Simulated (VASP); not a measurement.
Here is the system:

```
CELL_PARAMETERS angstrom
      0.00000     2.98825     2.98825
      2.98825     0.00000     2.98825
      2.98825     2.98825     0.00000
ATOMIC_POSITIONS crystal
  Na 0.00000 0.00000 0.00000
  Br 0.50000 0.50000 0.50000
```

The numbers are results of PBE GGA, VASP's PBE PAW potentials (set 64) (plane waves; VASP), not measurements. Numerical set-up: 520 eV cut-off, 8×8×8 Γ-centred mesh, Gaussian smearing of 0.050 eV, potentials Na_pv Br.

**Question.** What does the run give for the energy per atom (σ→0), band gap (on the k-mesh) with the smallest direct gap where there is one?

**Answer.** 
```yaml
band gap (on the k-mesh): 4.15 eV
smallest direct gap (on the k-mesh): 4.15 eV
energy per atom (σ→0): -3.059 eV/atom
```

The absolute energy has meaning only against runs of the same code, potentials and settings.

The compound is NaBr in the rock salt structure. This cell is one point of a volume scan, at 0.97 of the reference volume.
